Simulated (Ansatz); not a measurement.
From input file to script: NaCl, space group Pm-3m in Ansatz 0.2.0.

```yaml
crystal:
  lattice:
    - [2.86, 0.0, 0.0]
    - [0.0, 2.86, 0.0]
    - [0.0, 0.0, 2.86]
  atoms:
    - { symbol: Na, position: [0.0, 0.0, 0.0] }
    - { symbol: Cl, position: [0.5, 0.5, 0.5] }
kpoints:
  mp_grid:
    grid: [4, 4, 4]
hamiltonian:
  xc: lda
  pseudopotentials:
    kind: paw
scf:
  occupations:
    method: fixed
gw:
  n_empty_bands: 100
  ecut_chi: 120.0
  qp_bands: [v2, c2]
```

Script `run_gw.py`:
```python
import ansatz as az
import numpy as np

vectors = np.array([
    [2.86, 0.0, 0.0],
    [0.0, 2.86, 0.0],
    [0.0, 0.0, 2.86],
])
system = (
    az.Lattice.of(vectors)
    .atom("Na", [0.0, 0.0, 0.0])
    .atom("Cl", [0.5, 0.5, 0.5])
)

job = (
    system.calculation()
    .kpoints(4, 4, 4)
    .pseudopotentials("paw")
    .functional("LDA")
    .occupations("fixed")
    .gw(empty_bands=100, screening_cutoff=120, quasiparticle_bands=("v2", "c2"))
)
events = []
result = job.session().plan().execute(on_event=events.append, runs_dir="gw_run")
gw = next(e["data"] for e in events if e["event"] == "gw_qp")
top = gw["frontier_bands"]["highest_filled_band"]
for qp in gw["qp"]:
    if qp["ik"] == 0:
        print("band", qp["band"], "shift", round(qp["e_qp_ev"] - qp["eps_ks_ev"], 3), "eV, Z =", round(qp["z"], 3))
for key, label in (("eps_ks_ev", "Kohn-Sham"), ("e_qp_ev", "G0W0")):
    filled = max(qp[key] for qp in gw["qp"] if qp["band"] <= top)
    empty = min(qp[key] for qp in gw["qp"] if qp["band"] > top)
    print(f"{label} gap on the mesh: {empty - filled:.3f} eV")
print("static dielectric eigenvalues (RPA, this mesh):", [round(e, 3) for e in gw["screening"][0]["eps_tensor_eigenvalues"]])
```

Running `python run_gw.py` prints:
```text
DeckWarning: basis.ecutwfc = 420 eV, auto-derived from the records' recommended cutoffs: set by Na (normal level)
band 7 shift -1.425 eV, Z = 0.824
band 8 shift -1.425 eV, Z = 0.824
band 9 shift 1.339 eV, Z = 0.857
band 10 shift 1.339 eV, Z = 0.857
Kohn-Sham gap on the mesh: 3.971 eV
G0W0 gap on the mesh: 6.560 eV
static dielectric eigenvalues (RPA, this mesh): [3.757, 3.757, 3.757]
```
(Warnings from the package without file and line.)

Notes:
- Energy and stress may still move on a finer k-point mesh.
- The starting cell is as deposited in a crystallographic database; the results hold for this polymorph, which needn't be the stable one.
- Mesh, empty bands and screening cutoff are small, so the quasiparticle gap isn't converged, and it is read on the mesh points alone. Spin-orbit coupling is left out, which matters for heavy elements.
- Finished in 8.7 s on 1 thread of Arm Neoverse V1 (shared host), peak memory 0.35 GiB.

(Lines on the test bed's own set-up are left out of the output.)
